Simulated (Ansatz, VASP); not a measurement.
## NaH in VASP and in Ansatz

File INCAR:

```
SYSTEM = NaH
ALGO = Normal
EDIFF = 1E-7
ENCUT = 520
GGA = PE
ISIF = 2
ISMEAR = 0
LASPH = .TRUE.
LCHARG = .FALSE.
LREAL = .FALSE.
LWAVE = .FALSE.
NBANDS = 11
NELM = 60
PREC = Accurate
SIGMA = 0.05
```

The input KPOINTS:

```
k-points
0
G
  8 8 8
  0 0 0
```

The input POSCAR:

```
NaH
1.0
    0.0000000000      2.5010000000      2.4400000000
    2.5010000000      0.0000000000      2.4400000000
    2.5010000000      2.5010000000      0.0000000000
Na H
1 1
Direct
    0.0000000000      0.0000000000      0.0000000000
    0.5000000000      0.5000000000      0.5000000000
```

Input for Ansatz:

```yaml
crystal:
  lattice:
    - [0.0, 2.501, 2.44]
    - [2.501, 0.0, 2.44]
    - [2.501, 2.501, 0.0]
  atoms:
    - { symbol: Na, position: [0.0, 0.0, 0.0] }
    - { symbol: H, position: [0.5, 0.5, 0.5] }
basis:
  ecutwfc: 420
kpoints:
  mp_grid: { grid: [8, 8, 8] }
hamiltonian:
  xc: pbe
scf:
  occupations: { method: gaussian, width: 0.05 }
output:
  forces: true
  stress: true
  eigenvalues: true
```

Change from the starting cell: strain +0.025 along x and y, +0.000 along z, atoms carried along.

Alike in both runs: task single point; functional PBE; k mesh 8 × 8 × 8; occupations gaussian, width 0.05 eV; no spin polarisation.

|  | VASP | Ansatz |
| --- | --- | --- |
| version | VASP 6.6.1 | Ansatz 0.2.0 |
| potentials or method | VASP PAW PBE potentials, release 64 (Na_pv, H) | scalar-relativistic, plane waves, PAW |
| plane-wave cutoff (eV) | 520 | 420 |
| valence electrons in the cell | 8 | 10 |

Ansatz gave:

| Quantity | Value |
| --- | --- |
| gap on the k mesh at the Fermi level (eV) | 3.63 |
| least direct gap on the mesh (eV) | 4.45 |
| pressure (GPa) | -1.6 |
| largest component of the traceless stress (GPa) | 0.35 |

**Question.** Estimate VASP's values.

**Answer.** gap on the k mesh at the Fermi level (eV): 3.62; least direct gap on the mesh (eV): 4.45; pressure (GPa): -1.6; largest component of the traceless stress (GPa): 0.35.

The functional is the same, so the differences come from potentials, cutoffs and numerics. The two sets of potentials don't hold the same shells in valence.

A k mesh can miss the band edges.
